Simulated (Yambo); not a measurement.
SiC (Moissanite) in Yambo: convergence with bands in self energy

Crystal: SiC (Moissanite).

```
Si C
1.0
     3.07600    0.00000    0.00000
    -1.53800    2.66389    0.00000
     0.00000    0.00000    5.04800
Si C
2 2
Direct
  0.66667 0.33333 0.50000
  0.33333 0.66667 0.00000
  0.66667 0.33333 0.88500
  0.33333 0.66667 0.38500
```

```yaml
Program: Yambo 5.3.0
Task: G0W0 quasiparticle levels
Functional: PBEsol
Potentials_or_basis: PseudoDojo 0.4.1 SR PBEsol standard
Cutoff: 1116 eV
Density_cutoff: 4463 eV
k_mesh: 6 × 6 × 4
Occupations: fixed
Spin: no spin polarisation
k_mesh_of_the_self-consistent_run: 12 × 12 × 6
Random_integration_of_the_Coulomb_term: yes
Direction_of_the_field_or_of_q_to_0: x + y + z
Broadening: 0.1 eV
States_corrected: Γ and the k points of the band edges
Frequency_dependence_of_W: plasmon pole
Terminator_of_the_band_sum_in_the_self-energy: none
Quasiparticle_equation: linearised (Newton)
Imaginary_frequency_of_the_plasmon-pole_fit: 27.2114 eV
Bands_in_the_response: 208
Bands_in_the_self-energy: 28
Cutoff_of_the_response_matrix: 15 Ry
Cutoff_of_exchange_and_Vxc: 82 Ry
Bands_corrected_first_last: "[7, 9]"
```

These are the settings of the first run; the series varies bands in self energy, with any setting tied to it.

| bands in self energy | quasiparticle gap at the points computed (eV) |
| --- | --- |
| 28 | 2.770 |
| 48 | 2.862 |
| 88 | 2.983 |
| 208 | 3.090 |

Not settled before the last step: the quasiparticle gap at the points computed (to 0.05 eV). The tightest run that finished is the yardstick and may itself not be fully converged.

Caveat, for the tightest run too: this version prints the column dSc/dw multiplied by 27.2.
